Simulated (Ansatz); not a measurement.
Crystal: NiO.

```
Ni O
1.0
     0.00000    2.08590    2.08590
     2.08590    0.00000    2.08590
     2.08590    2.08590    0.00000
Ni O
1 1
Direct
  0.00000 0.00000 0.00000
  0.50000 0.50000 0.50000
```

```yaml
Program: Ansatz 0.2.0
Task: relaxation of cell and atoms
Functional: revPBE
Potentials_or_basis: all-electron LAPW, scalar-relativistic
Basis_error_allowed: 0.001 eV/atom
k_mesh: 11 × 11 × 11
Occupations: fermi-dirac, width 0.05 eV
Spin: collinear spin, ferromagnetic start
Starting_moments: "[1.0, 0.0] μB"
```

At the start: volume 9.08 Å³/atom.

Where does the relaxation end?

Over 5 steps the energy falls by 20.5 meV/atom and the volume is 9.67 Å³/atom (+6.6 %); space group Fm-3m (No. 225, to 0.05 Å); moment 1.93 μB per cell.

The path:
| step | energy change (eV) | largest force (eV/Å) | volume (Å³) |
| --- | --- | --- | --- |
| 1 | 0.0000 | 0.0000 | 18.15 |
| 2 | -0.0281 | 0.0000 | 18.66 |
| 3 | -0.0409 | 0.0000 | 19.29 |
| 4 | -0.0410 | 0.0000 | 19.34 |
| 5 | -0.0410 | 0.0000 | 19.34 |

Final structure:
```cif
data_structure
_symmetry_space_group_name_H-M 'P 1'
_symmetry_Int_Tables_number 1
_cell_length_a 3.0130
_cell_length_b 3.0130
_cell_length_c 3.0130
_cell_angle_alpha 60.000
_cell_angle_beta 60.000
_cell_angle_gamma 60.000
_cell_volume 19.34
loop_
_atom_site_label
_atom_site_type_symbol
_atom_site_fract_x
_atom_site_fract_y
_atom_site_fract_z
_atom_site_occupancy
Ni1 Ni 0.00000 0.00000 0.00000 1
O1 O 0.50000 0.50000 0.50000 1
```

Caveat: a cell with one magnetic atom can't hold antiferromagnetic order, which such compounds often take.
